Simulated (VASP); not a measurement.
# C (Fd-3m) in VASP: settings compared, part 2 of 2

VASP 6.6.1.

## 3. Band structure, PBEsol

File INCAR:

```
SYSTEM = C
PREC = Accurate
ENCUT = 520
EDIFF = 1E-6
ISMEAR = -1
SIGMA = 0.05
LREAL = .False.
LASPH = .True.
NELM = 80
ALGO = Fast
ISIF = 2
LWAVE = .False.
LCHARG = .False.
GGA = PS
NBANDS = 11
```

File KPOINTS:

```
Automatic mesh
0
Gamma
  13 13 13
  0 0 0
```

File POSCAR:

```
C
1.0
    0.0000000000      1.7833700000      1.7833700000
    1.7833700000      0.0000000000      1.7833700000
    1.7833700000      1.7833700000      0.0000000000
C
2
Direct
    0.7500000000      0.7500000000      0.7500000000
    0.5000000000      0.5000000000      0.5000000000
```

File KPOINTS_OPT:

```
path GXWKGLUWLK,UX
20
line-mode
reciprocal
 0.0000000000  0.0000000000  0.0000000000  G
 0.5000000000  0.0000000000  0.5000000000  X

 0.5000000000  0.0000000000  0.5000000000  X
 0.5000000000  0.2500000000  0.7500000000  W

 0.5000000000  0.2500000000  0.7500000000  W
 0.3750000000  0.3750000000  0.7500000000  K

 0.3750000000  0.3750000000  0.7500000000  K
 0.0000000000  0.0000000000  0.0000000000  G

 0.0000000000  0.0000000000  0.0000000000  G
 0.5000000000  0.5000000000  0.5000000000  L

 0.5000000000  0.5000000000  0.5000000000  L
 0.6250000000  0.2500000000  0.6250000000  U

 0.6250000000  0.2500000000  0.6250000000  U
 0.5000000000  0.2500000000  0.7500000000  W

 0.5000000000  0.2500000000  0.7500000000  W
 0.5000000000  0.5000000000  0.5000000000  L

 0.5000000000  0.5000000000  0.5000000000  L
 0.3750000000  0.3750000000  0.7500000000  K

 0.6250000000  0.2500000000  0.6250000000  U
 0.5000000000  0.0000000000  0.5000000000  X
```

Potentials or basis: VASP PAW PBE potentials, release 64 (C).

Command:

```console
$ cat potpaw_PBE.64/C/POTCAR > POTCAR
$ mpirun -np 1 vasp_std > vasp.out
```

OUTCAR:

```text
SYSTEM = C
   PREC = Accurate
   ENCUT = 520
   EDIFF = 1E-6
   ISMEAR = -1
   LREAL = .False.
   LASPH = .True.
   NELM = 80
   ISIF = 2
   GGA = PS

 ion  position               nearest neighbor table
   1  0.750  0.750  0.750-   2 1.54   2 1.54   2 1.54   2 1.54
   2  0.500  0.500  0.500-   1 1.54   1 1.54   1 1.54   1 1.54

  LATTYP: Found a face centered cubic cell.
 ALAT       =     3.5667400000

  Lattice vectors:

 A1 = (   0.0000000000,   1.7833700000,   1.7833700000)
 A2 = (   1.7833700000,   0.0000000000,   1.7833700000)
 A3 = (   1.7833700000,   1.7833700000,   0.0000000000)

Analysis of symmetry for initial positions (statically):
=====================================================================
 Subroutine PRICEL returns:
 Original cell was already a primitive cell.

 Routine SETGRP: Setting up the symmetry group for a
 face centered cubic supercell.

 Subroutine GETGRP returns: Found 48 space group operations
 (whereof 24 operations were pure point group operations)
 out of a pool of 48 trial point group operations.

The static configuration has the point symmetry T_d .
 The point group associated with its full space group is O_h .

Analysis of symmetry for dynamics (positions and initial velocities):
=====================================================================
 Subroutine PRICEL returns:
 Original cell was already a primitive cell.

 Routine SETGRP: Setting up the symmetry group for a
 face centered cubic supercell.

 Subroutine GETGRP returns: Found 48 space group operations
 (whereof 24 operations were pure point group operations)
 out of a pool of 48 trial point group operations.

The dynamic configuration has the point symmetry T_d .
 The point group associated with its full space group is O_h .

 Subroutine INISYM returns: Found 48 space group operations
 (whereof 24 operations are pure point group operations),
 and found     1 'primitive' translations

----------------------------------------------------------------------------------------

                                     Primitive cell
[... 146 lines left out ...]
   LEPSILON=     F    determine dielectric tensor
   LRPA    =     F    only Hartree local field effects (RPA)
 non-spin polarized calculation
 RMM-DIIS sequential band-by-band and
  energy-cutoff  :      520.00
  volume of cell :       11.34
 maximum number of plane-waves:       322
   NGX =  9   NGY =  9   NGZ =  9

 number of electron       7.9999999 magnetization

 Free energy of the ion-electron system (eV)
  ---------------------------------------------------
  ext. energy  EPLUGINS =         0.00000000
  ---------------------------------------------------
  free energy    TOTEN  =       -19.24885439 eV

  energy without entropy =      -19.24885439  energy(sigma->0) =      -19.24885439

 E-fermi :  10.6302     XC(G=0): -13.4329

 val. band max:        9.7096077800   @ k =   0.0000   0.0000   0.0000
 cond. band min:      13.7212992550   @ k =   0.3846   0.3846   0.0000
 fundamental gap:      4.0116914751
 Fermi energy:        10.6302265184

 k-point     1 :       0.0000    0.0000    0.0000
  band No.  band energies     occupation
      1     -11.8125      2.00000
      2       9.7096      2.00000
      3       9.7096      2.00000
      4       9.7096      2.00000
      5      15.2487      0.00000
      6      15.2487      0.00000
      7      15.2487      0.00000
      8      23.0783      0.00000
      9      28.6667      0.00000
     10      36.1768      0.00000
     11      36.1816      0.00000
[... 533 lines left out ...]
 k-point    40 :       0.4615    0.3077    0.0000
  band No.  band energies     occupation
      1      -6.1039      2.00000
      2       0.3225      2.00000
      3       2.6705      2.00000
      4       4.1939      2.00000
      5      14.8242      0.00000
      6      17.9901      0.00000
      7      24.0336      0.00000
      8      24.2743      0.00000
      9      31.1633      0.00000
     10      32.6270      0.00000
     11      39.2721      0.00000

 [... further k-points ...]

------------------------ aborting loop because EDIFF is reached ----------------------------------------

  FORCE on cell =-STRESS in cart. coord.  units (eV):
  Direction    XX          YY          ZZ          XY          YZ          ZX
  --------------------------------------------------------------------------------------
  -------------------------------------------------------------------------------------
  Total       -0.2656438     -0.2656438     -0.2656438     -0.0000000     -0.0000000     -0.0000000
  in kB      -37.5193954    -37.5193954    -37.5193954     -0.0000000     -0.0000000     -0.0000000
  external PRESSURE =     -37.5193954 kB  Pullay stress =       0.0000000 kB

 VOLUME and BASIS-vectors are now :
 -----------------------------------------------------------------------------
  energy-cutoff  :      520.00
  volume of cell :       11.34
      direct lattice vectors                 reciprocal lattice vectors
     0.000000000  1.783370000  1.783370000    -0.280368067  0.280368067  0.280368067
     1.783370000  0.000000000  1.783370000     0.280368067 -0.280368067  0.280368067
     1.783370000  1.783370000  0.000000000     0.280368067  0.280368067 -0.280368067

 POSITION                                       TOTAL-FORCE (eV/Angst)
 -----------------------------------------------------------------------------------
      2.67505      2.67505      2.67505        -0.000000     -0.000000     -0.000000
      1.78337      1.78337      1.78337         0.000000      0.000000      0.000000
 -----------------------------------------------------------------------------------
    total drift:                                0.000000     -0.000000      0.000000

  FREE ENERGIE OF THE ION-ELECTRON SYSTEM (eV)
  ---------------------------------------------------
  free  energy   TOTEN  =       -19.2488543933 eV

  energy  without entropy=      -19.2488543932  energy(sigma->0) =      -19.24885439
```

It took 24 s on 1 thread of Intel Xeon Platinum 8375C at 2.90GHz (Ice Lake), shared host; peak memory 0.12 GiB.

Results:

```yaml
Free_energy: -19.2489 eV
Pressure: -3.8 GPa
Band_gap_on_the_k_mesh: 4.01 eV, indirect (least direct gap 5.54 eV)
Band_gap_along_the_path: 4.00 eV, indirect (least direct gap 5.54 eV)
```

Levels at the corners of the path, in eV from the valence-band top:
| point | band 1 | band 2 | band 3 | band 4 | band 5 | band 6 | band 7 | band 8 |
| --- | --- | --- | --- | --- | --- | --- | --- | --- |
| Γ | -21.52 | 0.00 | 0.00 | 0.00 | 5.54 | 5.54 | 5.54 | 13.37 |
| X | -12.78 | -12.78 | -6.34 | -6.34 | 4.60 | 4.60 | 16.79 | 16.79 |
| X | -12.78 | -12.78 | -6.34 | -6.34 | 4.60 | 4.60 | 16.79 | 16.79 |
| W | -11.96 | -11.96 | -8.42 | -8.42 | 10.46 | 10.46 | 12.31 | 12.31 |
| W | -11.96 | -11.96 | -8.42 | -8.42 | 10.46 | 10.46 | 12.31 | 12.31 |
| K | -12.96 | -11.74 | -9.42 | -5.40 | 5.53 | 10.64 | 14.34 | 15.61 |
| K | -12.96 | -11.74 | -9.42 | -5.40 | 5.53 | 10.64 | 14.34 | 15.61 |
| Γ | -21.52 | 0.00 | 0.00 | 0.00 | 5.54 | 5.54 | 5.54 | 13.37 |
| Γ | -21.52 | 0.00 | 0.00 | 0.00 | 5.54 | 5.54 | 5.54 | 13.37 |
| L | -15.69 | -13.47 | -2.81 | -2.81 | 8.38 | 8.38 | 8.84 | 15.49 |
| L | -15.69 | -13.47 | -2.81 | -2.81 | 8.38 | 8.38 | 8.84 | 15.49 |
| U | -12.96 | -11.74 | -9.42 | -5.40 | 5.53 | 10.64 | 14.34 | 15.61 |
| U | -12.96 | -11.74 | -9.42 | -5.40 | 5.53 | 10.64 | 14.34 | 15.61 |
| W | -11.96 | -11.96 | -8.42 | -8.42 | 10.46 | 10.46 | 12.31 | 12.31 |
| W | -11.96 | -11.96 | -8.42 | -8.42 | 10.46 | 10.46 | 12.31 | 12.31 |
| L | -15.69 | -13.47 | -2.81 | -2.81 | 8.38 | 8.38 | 8.84 | 15.49 |
| L | -15.69 | -13.47 | -2.81 | -2.81 | 8.38 | 8.38 | 8.84 | 15.49 |
| K | -12.96 | -11.74 | -9.42 | -5.40 | 5.53 | 10.64 | 14.34 | 15.61 |
| U | -12.96 | -11.74 | -9.42 | -5.40 | 5.53 | 10.64 | 14.34 | 15.61 |
| X | -12.78 | -12.78 | -6.34 | -6.34 | 4.60 | 4.60 | 16.79 | 16.79 |

Caveat: the PAW data sets were made with another functional, which shifts forces and pressure a little.

## 4. Band structure, RPBE

POSCAR is that of step 3.

File INCAR.step1:

```
ALGO     = Fast           # electronic algorithm
EDIFF    = 1E-6           # SCF threshold, eV
ENCUT    = 520            # plane-wave cutoff, eV
GGA      = RP             # functional
ISIF     = 2              # what is computed and relaxed
ISMEAR   = -1             # smearing method
LASPH    = T              # aspherical terms in the spheres
LCHARG   = T              # write CHGCAR
LREAL    = F              # projectors in reciprocal space
LWAVE    = F              # write WAVECAR
NBANDS   = 11             # bands
NELM     = 100            # most SCF steps
PREC     = Accurate       # precision mode
SIGMA    = 0.05           # smearing width, eV
```

File KPOINTS.step1:

```
k-points
0
Gamma
  13 13 13
```

File INCAR.step2:

```
ALGO     = Fast           # electronic algorithm
EDIFF    = 1E-6           # SCF threshold, eV
ENCUT    = 520            # plane-wave cutoff, eV
GGA      = RP             # functional
ICHARG   = 11             # starting density
ISIF     = 2              # what is computed and relaxed
ISMEAR   = 0              # smearing method
LASPH    = T              # aspherical terms in the spheres
LCHARG   = F              # write CHGCAR
LREAL    = F              # projectors in reciprocal space
LWAVE    = F              # write WAVECAR
NBANDS   = 11             # bands
NELM     = 100            # most SCF steps
PREC     = Accurate       # precision mode
SIGMA    = 0.05           # smearing width, eV
```

File KPOINTS.step2:

```
path GXWKGLUWLK,UX
10
line-mode
reciprocal
 0.0000000000  0.0000000000  0.0000000000  G
 0.5000000000  0.0000000000  0.5000000000  X

 0.5000000000  0.0000000000  0.5000000000  X
 0.5000000000  0.2500000000  0.7500000000  W

 0.5000000000  0.2500000000  0.7500000000  W
 0.3750000000  0.3750000000  0.7500000000  K

 0.3750000000  0.3750000000  0.7500000000  K
 0.0000000000  0.0000000000  0.0000000000  G

 0.0000000000  0.0000000000  0.0000000000  G
 0.5000000000  0.5000000000  0.5000000000  L

 0.5000000000  0.5000000000  0.5000000000  L
 0.6250000000  0.2500000000  0.6250000000  U

 0.6250000000  0.2500000000  0.6250000000  U
 0.5000000000  0.2500000000  0.7500000000  W

 0.5000000000  0.2500000000  0.7500000000  W
 0.5000000000  0.5000000000  0.5000000000  L

 0.5000000000  0.5000000000  0.5000000000  L
 0.3750000000  0.3750000000  0.7500000000  K

 0.6250000000  0.2500000000  0.6250000000  U
 0.5000000000  0.0000000000  0.5000000000  X
```

Command:

```console
$ cat potpaw_PBE.64/C/POTCAR > POTCAR
$ cp INCAR.step1 INCAR
$ cp KPOINTS.step1 KPOINTS
$ mpirun -np 1 vasp_std > vasp.out
$ cp INCAR.step2 INCAR
$ cp KPOINTS.step2 KPOINTS
$ mpirun -np 1 vasp_std > vasp.out
```

It took 22 s on 1 thread of Intel Xeon Platinum 8375C at 2.90GHz (Ice Lake), shared host; peak memory 0.12 GiB.

Results (log left out):

```
Band gap on the k mesh  : 4.14 eV, indirect (least direct gap 5.59 eV)
Band gap along the path : 4.14 eV, indirect (least direct gap 5.59 eV)
```

Levels at the corners of the path, in eV from the valence-band top:
```csv
point,band 1,band 2,band 3,band 4,band 5,band 6,band 7,band 8,band 9
Γ,-21.55,0.00,0.00,0.00,5.59,5.59,5.59,13.27,19.41
X,-12.83,-12.83,-6.31,-6.31,4.76,4.76,16.90,16.90,23.38
X,-12.83,-12.83,-6.31,-6.31,4.76,4.76,16.90,16.90,23.38
W,-12.06,-12.06,-8.33,-8.33,10.68,10.68,12.32,12.32,21.45
W,-12.06,-12.06,-8.33,-8.33,10.68,10.68,12.32,12.32,21.45
K,-13.06,-11.80,-9.32,-5.38,5.68,10.77,14.42,15.69,18.78
K,-13.06,-11.80,-9.32,-5.38,5.68,10.77,14.42,15.69,18.78
Γ,-21.55,0.00,0.00,0.00,5.59,5.59,5.59,13.27,19.41
Γ,-21.55,0.00,0.00,0.00,5.59,5.59,5.59,13.27,19.41
L,-15.80,-13.40,-2.81,-2.81,8.47,8.47,8.79,15.81,22.05
L,-15.80,-13.40,-2.81,-2.81,8.47,8.47,8.79,15.81,22.05
U,-13.06,-11.80,-9.32,-5.38,5.68,10.77,14.42,15.69,18.78
U,-13.06,-11.80,-9.32,-5.38,5.68,10.77,14.42,15.69,18.78
W,-12.06,-12.06,-8.33,-8.33,10.68,10.68,12.32,12.32,21.45
W,-12.06,-12.06,-8.33,-8.33,10.68,10.68,12.32,12.32,21.45
L,-15.80,-13.40,-2.81,-2.81,8.47,8.47,8.79,15.81,22.05
L,-15.80,-13.40,-2.81,-2.81,8.47,8.47,8.79,15.81,22.05
K,-13.06,-11.80,-9.32,-5.38,5.68,10.77,14.42,15.69,18.78
U,-13.06,-11.80,-9.32,-5.38,5.68,10.77,14.42,15.69,18.78
X,-12.83,-12.83,-6.31,-6.31,4.76,4.76,16.90,16.90,23.38
```

Caveat: the log is that of the step along the path at fixed density, whose energy, stress, charges and moments have no meaning; the PAW data sets were made with another functional, which shifts forces and pressure a little.

## 5. The reference run

An earlier run on the cell as given: functional PBE; potentials or basis VASP PAW PBE potentials, release 64 (C); cutoff 520 eV; k mesh 13 × 13 × 13; occupations fermi-dirac, width 0.05 eV; no spin polarisation.

- Pressure: 2.5 GPa
- Band gap on the k mesh: 4.14 eV, indirect (least direct gap 5.59 eV)

## 6. The runs side by side

| task | level | potentials or basis | gap on the mesh (eV) | pressure (GPa) |
| --- | --- | --- | --- | --- |
| band structure | LDA | VASP PAW LDA potentials, release 64 (C) | 4.11 | - |
| band structure | PBEsol | VASP PAW PBE potentials, release 64 (C) | 4.01 | -3.8 |
| band structure | RPBE | VASP PAW PBE potentials, release 64 (C) | 4.14 | - |
| single point | PBE | VASP PAW PBE potentials, release 64 (C) | 4.14 | 2.5 |

Alike in all rows: no spin polarisation; cell as given; k mesh 13 × 13 × 13; cutoff (eV) 520; smearing fermi-dirac 0.05 eV.

Caveats: the PAW data sets were made with another functional, which shifts forces and pressure a little (some runs); an odd mesh through Γ misses points on the zone boundary, where band edges often lie (some runs).

Absolute energies hang on the potentials; compare differences alone.
